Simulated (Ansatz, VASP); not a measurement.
Two plane-wave programs on InSb

File INCAR:

```
  PREC = Accurate
  ENCUT = 520
  EDIFF = 1E-7
  ISMEAR = 0
  SIGMA = 0.1
  LREAL = F
  LASPH = T
  NELM = 100
  ALGO = Normal
  ISIF = 2
  LWAVE = F
  LCHARG = T
  GGA = PE
  LELF = T
  LVHAR = T
  NBANDS = 16
```

The input KPOINTS:

```
Automatic mesh
0
Gamma
  12 12 12
```

Contents of POSCAR:

```
InSb
1.0
    0.0000000000      3.2147576786      3.2147576786
    3.2147576786      0.0000000000      3.2147576786
    3.2147576786      3.2147576786      0.0000000000
In Sb
1 1
Direct
    0.0000000000      0.0000000000      0.0000000000
    0.2500000000      0.2500000000      0.2500000000
```

Input for Ansatz:

```yaml
crystal:
  lattice:
    - [0.0, 3.2147576783, 3.2147576783]
    - [3.2147576783, 0.0, 3.2147576783]
    - [3.2147576783, 3.2147576783, 0.0]
  atoms:
    - { symbol: In, position: [0.0, 0.0, 0.0] }
    - { symbol: Sb, position: [0.25, 0.25, 0.25] }
basis:
  ecutwfc: 420
kpoints:
  mp_grid: { grid: [12, 12, 12] }
hamiltonian:
  xc: pbe
scf:
  occupations: { method: gaussian, width: 0.1 }
output:
  forces: true
  stress: true
  eigenvalues: true
```

Alike in both runs: task single point; functional PBE; k mesh 12 × 12 × 12; occupations gaussian, width 0.1 eV; no spin polarisation.

|  | VASP | Ansatz |
| --- | --- | --- |
| version | VASP 6.6.1 | Ansatz 0.2.0 |
| potentials or method | VASP PAW PBE potentials, release 64 (In_d, Sb) | scalar-relativistic, plane waves, PAW |
| plane-wave cutoff (eV) | 520 | 420 |
| valence electrons in the cell | 18 | 28 |

Ansatz gave:

```
gap on the k mesh at the Fermi level (eV) : none
pressure (GPa)                            : 4.4
```

**Question.** Estimate VASP's values.

**Answer.** gap on the k mesh at the Fermi level (eV): none; pressure (GPa): 4.3.

A gap of «none» marks a metal or a gap that the smearing closes. The two sets of potentials don't hold the same shells in valence.

Spin-orbit coupling is left out, which matters for the levels of Sb.
